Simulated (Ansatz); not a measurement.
Density of states of ZnTe (F-43m) above the conduction band minimum, r2SCAN with spin-orbit coupling, rigid bands in Ansatz (a first-principles code); cell volume 57.1 Å³.

(energy from edge (eV), 10⁻³ states/eV/cell): (0.006, 1.15); (0.031, 2.59); (0.056, 3.61); (0.081, 4.53); (0.106, 5.47); (0.131, 6.33); (0.156, 7.22); (0.181, 8.19); (0.206, 9.13); (0.231, 10.2); (0.256, 11.2); (0.281, 12.4); (0.319, 14.0); (0.344, 15.2); (0.369, 16.6); (0.394, 18.1); (0.419, 54.2); (0.444, 83.1); (0.469, 105); (0.494, 123); (0.519, 141); (0.544, 158); (0.569, 173); (0.594, 190)

Q: What effective density of states at 300 K does this give (∫ g(E) exp(−E/k_BT) dE, both spins, divided by the cell's size)?

A: 9.9e17 cm⁻³, a density-of-states mass of 0.116 mₑ, valleys and band degeneracy included.

Geometry: cell and atoms relaxed with r2SCAN.
